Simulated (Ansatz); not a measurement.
Crystal: Sm, fcc type, 1 atom in the cell.

Level of theory: Ansatz, PBE, plane waves, PAW datasets (generated soft set 1).

Cutoff 420 eV; k-mesh 42×42×42 Γ-centred; Fermi–Dirac smearing of 0.0612 eV; no spin polarisation; no spin–orbit coupling.

The fit to the energies gives V₀ = 22.898 Å³/atom (a₀ = 4.508 Å), B₀ = 23.7 GPa, B₀′ = 4.76.

(1) What pressure does the program print at V = 23.738 Å³/atom, and how far above the lowest computed point (V = 22.825 Å³/atom) does the energy lie?

Results:

(1) -0.78 GPa and 2.11 meV/atom. All points:

```
V (Å³/atom)   a (Å)  E − E(min) (meV/atom)  P (GPa)
     22.368  4.4727                   0.93     0.59
     22.825  4.5029                   0.00     0.07
     23.281  4.5327                   0.44    -0.38
     23.738  4.5621                   2.11    -0.78
     24.194  4.5912                   4.86    -1.15
```

The published all-electron PBE values for this crystal (mean of FLEUR and WIEN2k, k-spacing 0.06 Å⁻¹; Bosoni et al., Nat. Rev. Phys. 6, 45 (2024)) are V₀ = 22.828 Å³/atom, B₀ = 24.0 GPa, B₀′ = 4.98.

The stress includes the program's correction for the finite plane-wave basis.

This cubic structure is a model: it isn't the usual form of the substance at ambient conditions, and such phases are metastable or hypothetical. The open f shell is treated without spin here, so this is a model state and not the ground state.
